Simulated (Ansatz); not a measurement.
Density of states of Cr (Fm-3m, a = 3.622 Å, b = 3.622 Å, c = 3.622 Å, α = 90.00°, β = 90.00°, γ = 90.00°), in states per eV and primitive cell, averaged over bins of 0.3 eV. Level of theory: Ansatz, DFT PBE, scalar-relativistic, plane waves, PAW.

Cutoff 420 eV; k points 20×20×20 on the computed 1-atom cell (Γ-centred); Gaussian smearing, width 0.10 eV; no spin polarisation.

The cell is relaxed at this level. The states (both spins) are summed by tetrahedra on a 30×30×30 mesh at the self-consistent density. Energies are bin centres; the table starts no lower than −8 eV and ends at 6 eV, or lower where the solved bands end.

It is a metal at this level.

| E − E_F (eV) | total | Cr 3d | Cr 4s |
| --- | --- | --- | --- |
| -7.40 | 0.02 | 0.00 | 0.02 |
| -7.10 | 0.04 | 0.00 | 0.04 |
| -6.80 | 0.06 | 0.00 | 0.06 |
| -6.50 | 0.07 | 0.00 | 0.07 |
| -6.20 | 0.09 | 0.00 | 0.08 |
| -5.90 | 0.10 | 0.01 | 0.09 |
| -5.60 | 0.12 | 0.01 | 0.10 |
| -5.30 | 0.14 | 0.02 | 0.11 |
| -5.00 | 0.17 | 0.03 | 0.13 |
| -4.70 | 0.20 | 0.05 | 0.14 |
| -4.40 | 0.25 | 0.09 | 0.15 |
| -4.10 | 0.47 | 0.28 | 0.18 |
| -3.80 | 0.95 | 0.74 | 0.20 |
| -3.50 | 1.00 | 0.82 | 0.16 |
| -3.20 | 1.17 | 1.04 | 0.11 |
| -2.90 | 1.43 | 1.34 | 0.07 |
| -2.60 | 1.36 | 1.30 | 0.04 |
| -2.30 | 1.26 | 1.21 | 0.02 |
| -2.00 | 1.23 | 1.18 | 0.02 |
| -1.70 | 1.06 | 1.01 | 0.03 |
| -1.40 | 1.38 | 1.27 | 0.07 |
| -1.10 | 1.55 | 1.41 | 0.09 |
| -0.80 | 1.73 | 1.58 | 0.09 |
| -0.50 | 1.80 | 1.64 | 0.10 |
| -0.20 | 2.12 | 1.98 | 0.09 |
| 0.10 | 1.55 | 1.43 | 0.07 |
| 0.40 | 1.24 | 1.15 | 0.04 |
| 0.70 | 1.33 | 1.27 | 0.04 |
| 1.00 | 1.75 | 1.69 | 0.05 |
| 1.30 | 1.47 | 1.41 | 0.04 |
| 1.60 | 1.39 | 1.34 | 0.04 |
| 1.90 | 1.43 | 1.37 | 0.05 |
| 2.20 | 1.80 | 1.73 | 0.06 |
| 2.50 | 2.61 | 2.53 | 0.06 |
| 2.80 | 1.04 | 0.93 | 0.09 |
| 3.10 | 0.36 | 0.22 | 0.11 |
| 3.40 | 0.34 | 0.18 | 0.12 |
| 3.70 | 0.33 | 0.15 | 0.14 |
| 4.00 | 0.33 | 0.12 | 0.14 |
| 4.30 | 0.32 | 0.10 | 0.14 |
| 4.60 | 0.31 | 0.08 | 0.14 |
| 4.90 | 0.29 | 0.07 | 0.13 |
| 5.20 | 0.28 | 0.06 | 0.12 |
| 5.50 | 0.27 | 0.05 | 0.11 |
| 5.80 | 0.25 | 0.04 | 0.10 |

The columns after the total are the Löwdin projections on the occupied valence shells of the potentials. The rest of the total lies in shells that are empty in the free atom, which aren't projected, and between the atoms.

Spin polarisation was left out, and a magnetic state may lie lower.

A ferromagnetic start lost its moments in a first run, so spin was left out; other magnetic orders weren't tried.

This fcc form isn't the element's structure at ambient conditions.

Cost: 1 run of about 0.18 core-minutes, on Arm Neoverse V1 (shared hosts).